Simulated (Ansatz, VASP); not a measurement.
## TiO2 in VASP and in Ansatz

The input INCAR:

```
SYSTEM = TiO2
ALGO = Normal
EDIFF = 1E-6
ENCUT = 520
GGA = PS
ISIF = 2
ISMEAR = 0
LASPH = .True.
LCHARG = .False.
LREAL = .False.
LWAVE = .False.
NBANDS = 60
NELM = 60
PREC = Accurate
SIGMA = 0.05
```

File KPOINTS:

```
k-points
0
Gamma
  7 7 3
  0 0 0
```

Contents of POSCAR:

```
TiO2
1.0
   -3.7706690430      0.0000000000      0.0000000000
    0.0000000000     -3.7706690430      0.0000000000
   -0.7541338086      0.0000000000      9.5463353711
Ti O
4 8
Direct
   -0.1750000000      0.0000000000      0.8750000000
    0.4250000000      0.5000000000      0.3750000000
    0.3750000000      0.0000000000      0.6250000000
   -0.0250000000      0.5000000000      0.1250000000
    0.3834760667      0.5000000000      0.5826196664
    0.9834760667      1.0000000000      0.0826196664
    0.3334760667      0.0000000000      0.8326196664
    0.9334760667      0.5000000000      0.3326196664
    0.4165239333      0.0000000000      0.4173803336
   -0.1834760667      0.5000000000      0.9173803336
   -0.1334760667      0.0000000000      0.6673803336
    0.4665239333      0.5000000000      0.1673803336
```

Input for Ansatz:

```yaml
crystal:
  lattice:
    - [-3.7706690482, 0.0, 0.0]
    - [0.0, -3.7706690482, 0.0]
    - [-0.7541338096, 0.0, 9.5463353315]
  atoms:
    - { symbol: Ti, position: [-0.175, 0.0, 0.875] }
    - { symbol: Ti, position: [0.425, 0.5, 0.375] }
    - { symbol: Ti, position: [0.375, 0.0, 0.625] }
    - { symbol: Ti, position: [-0.025, 0.5, 0.125] }
    - { symbol: O, position: [0.3834760664, 0.5, 0.5826196678] }
    - { symbol: O, position: [0.9834760664, 1.0, 0.0826196678] }
    - { symbol: O, position: [0.3334760664, 0.0, 0.8326196678] }
    - { symbol: O, position: [-0.0665239336, 0.5, 0.3326196678] }
    - { symbol: O, position: [0.4165239336, 0.0, 0.4173803322] }
    - { symbol: O, position: [-0.1834760664, 0.5, 0.9173803322] }
    - { symbol: O, position: [0.4665239336, 0.5, 0.1673803322] }
    - { symbol: O, position: [0.8665239336, 1.0, 0.6673803322] }
basis:
  ecutwfc: 420
kpoints:
  mp_grid: { grid: [7, 7, 3] }
hamiltonian:
  xc: pbesol
scf:
  occupations: { method: gaussian, width: 0.05 }
output:
  forces: true
  stress: true
  eigenvalues: true
```

Alike in both runs: task single point; functional PBEsol; k mesh 7 × 7 × 3; occupations gaussian, width 0.05 eV; no spin polarisation.

|  | VASP | Ansatz |
| --- | --- | --- |
| version | VASP 6.6.1 | Ansatz 0.2.0 |
| potentials or method | VASP PAW PBE potentials, release 64 (Ti_sv, O) | scalar-relativistic, plane waves, PAW |
| plane-wave cutoff (eV) | 520 | 420 |
| valence electrons in the cell | 96 | 96 |

Ansatz gave:

```
gap on the k mesh at the Fermi level (eV)       : 2.02
least direct gap on the mesh (eV)               : 2.27
pressure (GPa)                                  : -2.3
largest component of the traceless stress (GPa) : 3.85
rms of the force components (eV/Å)              : 0.243
```

Task: What did VASP give for the same quantities?

Result: gap on the k mesh at the Fermi level (eV): 1.99; least direct gap on the mesh (eV): 2.25; pressure (GPa): -1.6; largest component of the traceless stress (GPa): 3.81; rms of the force components (eV/Å): 0.240.

Caveats: the PAW data sets were made with another functional, which shifts forces and pressure a little (VASP); an odd mesh through Γ misses points on the zone boundary, where band edges often lie.
